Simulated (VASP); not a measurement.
Here is a VASP 6.6.1 calculation.

POSCAR

```
GaSb
1.0
    0.0000000000      3.0667582389      3.0667582389
    3.0667582389      0.0000000000      3.0667582389
    3.0667582389      3.0667582389      0.0000000000
Ga Sb
1 1
Direct
    0.0000000000      0.0000000000      0.0000000000
    0.2500000000      0.2500000000      0.2500000000
```

INCAR.step1

```
ALGO = Normal
EDIFF = 1E-4
ENCUT = 520
GGA = PE
ISMEAR = -1
LASPH = T
LCHARG = F
LREAL = F
LWAVE = T
NBANDS = 16
NELM = 80
PREC = Accurate
SIGMA = 0.1
```

The input INCAR.step2:

```
ALGO = Normal
EDIFF = 1E-7
ENCUT = 520
ISIF = 2
ISMEAR = -1
ISTART = 1
LASPH = T
LCHARG = T
LELF = T
LMIXTAU = T
LREAL = F
LVHAR = T
LWAVE = F
METAGGA = R2SCAN
NBANDS = 16
NELM = 80
PREC = Accurate
SIGMA = 0.1
```

KPOINTS

```
k-points
0
Gamma
  9 9 9
```

Potentials or basis: VASP PAW PBE potentials, release 64 (Ga_d, Sb).

Run with:

```bash
$ cat potpaw_PBE.64/Ga_d/POTCAR potpaw_PBE.64/Sb/POTCAR > POTCAR
$ cp INCAR.step1 INCAR
$ mpirun -np 1 vasp_std > vasp.out
$ cp INCAR.step2 INCAR
$ mpirun -np 1 vasp_std > vasp.out
```

Problem. Estimate the pressure.

Solution. 0.1 GPa.

Problem. What does it give for the band gap on the k mesh?

Solution. 0.39 eV.

Caveat: semilocal functionals underestimate gaps, and a narrow one can read as zero; the PAW data sets were made with another functional, which shifts forces and pressure a little; spin-orbit coupling is left out, which moves the levels of the heavy elements; an odd mesh through Γ misses points on the zone boundary, where band edges can lie.

**What was measured.**

From a printed reference work, data compilation, for a bulk crystal of GaSb at 4.2 K: band gap 0.811 eV (direct).

A measured gap of GaSb is 0.811 eV (direct; 4.2 K; a printed reference work, data compilation); the calculated 0.39 eV misses it by -0.42 eV. Spin-orbit coupling on Ga, Sb is left out. The value is that of r2SCAN on a finite k mesh, which can miss the band edges, without temperature or zero-point motion.
